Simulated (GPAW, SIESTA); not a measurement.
Equation of state of CsPbCl3 under PBEsol

```yaml
crystal:
  lattice:
    - [5.60500, 0.00000, 0.00000]
    - [0.00000, 5.60500, 0.00000]
    - [0.00000, 0.00000, 5.60500]
  atoms:
    - { symbol: Pb, position: [0.50000, 0.50000, 0.50000] }
    - { symbol: Cs, position: [0.00000, 0.00000, 0.00000] }
    - { symbol: Cl, position: [0.50000, 0.00000, 0.50000] }
    - { symbol: Cl, position: [0.00000, 0.50000, 0.50000] }
    - { symbol: Cl, position: [0.50000, 0.50000, 0.00000] }
```

The cell was scaled at fixed shape and fractions and run with SIESTA, files PseudoDojo sr-pbesol-0.4.1-standard, DZP (energy shift 0.003 Ry; two zetas on semicore shells; d shell added on Cs); PBEsol, k mesh 4 × 4 × 4 on the cell of 5 atoms, fermi-dirac occupations of 0.05 eV, no spin polarisation, no spin-orbit coupling. Energies are those that the program minimises, any entropy of the smearing included.

| V (Å³/atom) | energy over the lowest row (meV/atom) |
| --- | --- |
| 33.1043 | 22.523 |
| 33.8087 | 12.532 |
| 34.5130 | 5.677 |
| 35.2174 | ? |
| 35.9217 | 0.000 |
| 36.6261 | 0.624 |
| 37.3304 | 3.276 |

Fit the third-order Birch-Murnaghan form, give V0, B0 and B′, and predict the energy left open.

With y = (V0/V)^(2/3), E = E0 + (9 V0 B0/16) [(y - 1)³ B′ + (y - 1)² (6 - 4y)]. Least squares through the rows shown give V0 = 36.0609 Å³/atom, E0 = -0.049 meV, B0 = 25.41 GPa (1 eV/Å³ = 160.218 GPa) and B′ = 4.63, with a largest miss of 0.009 meV. At V = 35.2174 the form with these constants gives 1.587 meV; the run gave 1.589 meV an atom. Other set-ups at this level, from all their volumes (Å³/atom, GPa): GPAW, PAW data sets generated for this functional: V0 35.520, B0 25.26.
